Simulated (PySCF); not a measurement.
Spectrum to structure. The calculation used PySCF, TDDFT CAM-B3LYP/def2-SVPD, vertical, gas phase, core orbitals frozen in the response. Geometries: GFN2-xTB, one conformer each.

```
state  λ (nm)       f
   S1   202.4   0.014
   S2   172.3   0.038
   S3   168.3  0.0014
   S4   159.9   0.022
   S5   151.6  0.0043
   S6   149.3  0.0075
   S7   144.0  0.0000
   S8   140.2   0.029
```

**Question.** Which candidate is it? All have the formula C4H9N.
A. `N1CCCC1`
B. `C1C(CN)C1`
C. `CC/C=N\C`
D. `N(/[H])=C/CCC`

**Answer.** A. Its S1 lies at 6.13 eV; the nearest of the others has S1 at 6.38 eV. S1 is HOMO→LUMO (85%), HOMO→LUMO+3 (11%). Löwdin shares by element: HOMO nitrogen 61%, carbon 16% or more, hydrogen 6% or more (atoms not listed hold the other 18%); LUMO carbon 46% (atoms not listed hold the other 54%). At the same level the other candidates give, for their lowest levels:
- `CC/C=N\C`: 257 nm (f 0.001); 185 nm (f 0.016); 165 nm (f 0.005); 162 nm (f 0.063); 160 nm (f 0.210); T1 4.06 eV; HOMO -8.22, LUMO 1.13 eV
- `[H]/N=C\CCC`: 236 nm (f 0.002); 170 nm (f 0.027); 160 nm (f 0.037); 152 nm (f 0.099); 148 nm (f 0.067); T1 4.45 eV; HOMO -8.75, LUMO 1.06 eV
- `NCC1CC1`: 194 nm (f 0.011); 167 nm (f 0.018); 160 nm (f 0.008); 158 nm (f 0.046); 152 nm (f 0.011); T1 6.07 eV; HOMO -8.32, LUMO 1.52 eV
Triplets come from the Tamm–Dancoff approximation.
